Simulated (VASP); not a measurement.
Wanted: the native input for a VASP 6.6.1 run.

```yaml
Task: single point
Functional: PBEsol
Potentials_or_basis: VASP PAW PBE potentials, release 64 (Ga_d, N)
Cutoff: 520 eV
k_mesh: 10 × 10 × 10
Occupations: gaussian, width 0.05 eV
Spin: no spin polarisation
Dipole_correction: no
Further_INCAR_settings: ALGO = Normal; EDIFF = 1e-07; NBANDS = 16
```

The structure of GaN lies in POSCAR:

```
GaN
1.0
    0.0000000000      2.1633605832      2.4337806561
    2.1633605832      0.0000000000      2.4337806561
    2.1633605832      2.1633605832      0.0000000000
Ga N
1 1
Direct
    0.0000000000      0.0000000000      0.0000000000
    0.7500000000      0.7500000000      0.7500000000
```

Measurements of this composition are mostly on another form, of space group No. 186.

The cell isn't the ideal one: strain -0.040 along x and y, +0.080 along z, atoms carried along.

The input as run:

INCAR

```
SYSTEM = GaN
  PREC = Accurate
  ENCUT = 520
  EDIFF = 1E-7
  ISMEAR = 0
  SIGMA = 0.05
  LREAL = .False.
  LASPH = .True.
  NELM = 100
  ALGO = Normal
  ISIF = 2
  LWAVE = .False.
  LCHARG = .False.
  GGA = PS
  NBANDS = 16
```

KPOINTS

```
Automatic mesh
0
Gamma
  10 10 10
  0 0 0
```

Potentials or basis: VASP PAW PBE potentials, release 64 (Ga_d, N).

Command:

```bash
$ cat potpaw_PBE.64/Ga_d/POTCAR potpaw_PBE.64/N/POTCAR > POTCAR
$ mpirun -np 1 vasp_std > vasp.out
```

Results of the run:

```
Pressure               : -1.3 GPa
Band gap on the k mesh : 1.42 eV, direct
```

Caveat: the PAW data sets were made with another functional, which shifts forces and pressure a little.

Run time: 22 s on 1 thread of Intel(R) Xeon(R) Platinum 8488C (Sapphire Rapids), with other jobs on the host, peak memory 0.16 GiB.
